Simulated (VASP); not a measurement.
Cu, 1 atom in the cell. The structure is cubic, space group Fm-3m (No. 225). The conventional cell has a = 3.633 Å, b = 3.633 Å, c = 3.633 Å, α = 90.00°, β = 90.00°, γ = 90.00°. Cu (site symmetry m-3m) is surrounded by 12 Cu at 2.57 Å. 

| Item | Value |
| --- | --- |
| Program | VASP 6.6.1 |
| Task | relaxation of cell and atoms |
| Functional | PBE |
| Potentials or basis | VASP PAW PBE potentials, release 64 (Cu) |
| Cutoff | 520 eV |
| k mesh | 12 × 12 × 12 |
| Occupations | gaussian, width 0.1 eV |
| Spin | no spin polarisation |
| Further INCAR settings | ALGO = Normal; EDIFF = 1e-07; IBRION = 2; EDIFFG = -0.002; NSW = 80; ISIF = 3 |

Potentials or basis: VASP PAW PBE potentials, release 64 (Cu).

Command:

```console
$ cat potpaw_PBE.64/Cu/POTCAR > POTCAR
$ mpirun -np 1 vasp_std > vasp.out
```

Hardware: 1 thread of Intel(R) Xeon(R) Platinum 8488C (Sapphire Rapids), on a shared host.

Task: How long does it take, and how much memory?

Result: Run time: 9.1 s on 1 thread of Intel(R) Xeon(R) Platinum 8488C (Sapphire Rapids), on a shared host, peak memory 0.12 GiB. Counts: scf iterations 23, k points 72, ion steps 3.
